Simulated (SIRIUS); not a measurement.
TiO2 (Anatase):

```
CELL_PARAMETERS angstrom
-1.89210 1.89210 4.75730
1.89210 -1.89210 4.75730
1.89210 1.89210 -4.75730
ATOMIC_POSITIONS crystal
Ti 0.75000 0.25000 0.50000
Ti 0.00000 0.00000 0.00000
O 0.79190 0.79190 0.00000
O 0.54190 0.04190 0.50000
O 0.95810 0.45810 0.50000
O 0.20810 0.20810 0.00000
```

Base run:

| Item | Value |
| --- | --- |
| Program | SIRIUS 7.12.0 |
| Functional | LDA |
| Potentials or basis | all-electron FP-LAPW |
| Cutoff | 344 eV |
| Basis | apw+lo standard |
| k mesh | 8 × 8 × 8 |
| Occupations | fermi-dirac, width 0.05 eV |
| Spin | no spin polarisation |

Its results: band gap on the k mesh 2.05 eV, indirect (least direct gap 2.36 eV).

Problem. The run is repeated on the same cell with these changes: functional from LDA to PBEsol. What comes out?

Solution. Band gap on the k mesh 2.11 eV, indirect (least direct gap 2.42 eV).

A k mesh can miss the band edges.
